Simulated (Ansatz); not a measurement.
HfH2: zone-centre modes under pressure

HfH2, I4/mmm, a = 3.456 Å, c = 4.265 Å. The structure is a COD entry; whether it is the stable form wasn't checked. Ansatz: PBEsol, PAW, 420 eV, Γ-centred 16×16×16 mesh on 3 atoms, Fermi-Dirac smearing 0.15 eV; no spin polarisation. Cell and atoms are relaxed at each pressure with the symmetry kept; optical modes at Γ by linear response, in cm⁻¹, matched by rank (the highest 3 distinct ones).

```tsv
P (GPa)	V (Å³/atom)	ω1	ω2	ω3
0	8.490	1147.1	1254.1	1364.1
2	8.381	?	?	?
6	8.181	1193.5	1308.9	1411.9
```

Problem. Get each mode's Grüneisen parameter γ = −d ln ω/d ln V from the other rows and predict the missing frequencies.

Solution. ln(V/V0) = 0.0000, -0.0129, -0.0371; a line through ln(ω/ω0) of the 2 known rows gives ω1: γ = 1.069, predicted 1163.0, computed 1163.6; ω2: γ = 1.153, predicted 1272.9, computed 1272.9; ω3: γ = 0.928, predicted 1380.5, computed 1380.8. The worst miss is 0.0 %, or 3 % of the shift under pressure, so a constant γ serves at that level. In a metal these frequencies hang on the mesh and smearing.

The mesh isn't the same in all rows (16×16×16, 18×18×18). Spin–orbit coupling is left out, which can shift energies with elements as heavy as these.